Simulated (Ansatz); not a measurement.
## SrCl$_{2}$ (Fm-3m), frozen normal mode

Method: DFT PBEsol, scalar-relativistic, plane waves, PAW in Ansatz. Settings: plane waves to 420 eV, k-mesh 6×6×6 (Γ-centred), Gaussian smearing 0.05 eV. No spin polarisation. Energies are free energies at this smearing, counted from the undisturbed cell; pressure is positive in compression.

The undisturbed cell (as given, not relaxed at this level; it stands at -1.0 GPa, and it needn't be the usual structure):

```xyz
3
Lattice="0.0000 3.4855 3.4855 3.4855 0.0000 3.4855 3.4855 3.4855 0.0000" Properties=species:S:1:pos:R:3 pbc="T T T"
Sr    0.0000    0.0000    0.0000
Cl    1.7428    1.7428    1.7428
Cl    5.2283    5.2283    5.2283
```

A zone-centre mode of this cell is frozen in: each atom moves by x times its row below, so x is the largest displacement.
```
atom ux uy uz
 Sr1  0.000   0.783  -0.206
 Cl2  0.000  -0.967   0.254
 Cl3  0.000  -0.967   0.254
```

```tsv
x (Å)	ΔE (meV/cell)	force along the mode (eV/Å)	pressure (GPa)	gap on the mesh (eV)
-0.3000	398.6	2.88	2.5	4.98
-0.1500	92.8	1.27	-0.1	5.09
0.0000	0.0	0.00	-1.0	5.15
0.0375	5.6	-0.30	-0.9	5.15
0.0750	22.7	-0.61	-0.8	5.13
0.1125	51.6	-0.93	-0.5	5.11
0.1875	147.2	-1.63	0.4	5.06
0.2250	215.6	-2.02	1.0	5.04
0.2625	299.1	-2.44	1.7	5.01
```

By symmetry 0.3000 repeats -0.3000, -0.2250 repeats 0.2250, 0.1500 repeats -0.1500, -0.0750 repeats 0.0750 in energy, with the opposite slope along the path.